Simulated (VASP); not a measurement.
Set up this calculation in VASP 6.6.1, as the native input.

```yaml
Task: single point
Functional: PBE
Potentials_or_basis: VASP PAW PBE potentials, release 64 (Cd, Se)
Cutoff: 520 eV
k_mesh: 8 × 8 × 8
Occupations: gaussian, width 0.021 eV
Spin: no spin polarisation
Further_INCAR_settings: ALGO = Fast; EDIFF = 1e-07; NBANDS = 16
```

The structure of CdSe lies in POSCAR:

```
CdSe
1.0
    0.0000000000      3.0702711986      3.0702711986
    3.0702711986      0.0000000000      3.0702711986
    3.0702711986      3.0702711986      0.0000000000
Cd Se
1 1
Direct
    0.0000000000      0.0000000000      0.0000000000
    0.2500000000      0.2500000000      0.2500000000
```

Measurements of this composition are mostly on another form, of space group No. 186.

These files were run (other wordings do the same):

INCAR

```
PREC = Accurate ; ENCUT = 520
EDIFF = 1E-7 ; ISMEAR = 0
SIGMA = 0.020999999999999998 ; LREAL = F
LASPH = T ; NELM = 60
ALGO = Fast ; ISIF = 2
LWAVE = F ; LCHARG = F
GGA = PE ; NBANDS = 16
```

KPOINTS

```
Automatic mesh
0
Gamma
  8 8 8
```

Potentials or basis: VASP PAW PBE potentials, release 64 (Cd, Se).

Run with:

```console
$ cat potpaw_PBE.64/Cd/POTCAR potpaw_PBE.64/Se/POTCAR > POTCAR
$ mpirun -np 1 vasp_std > vasp.out
```

It gave:

```json
{
 "Pressure": "1.6 GPa",
 "Band gap on the k mesh": "0.55 eV, direct"
}
```

Run time: 16 s on 1 thread of Intel(R) Xeon(R) Platinum 8559C (Emerald Rapids), with other jobs on the host, peak memory 0.18 GiB.
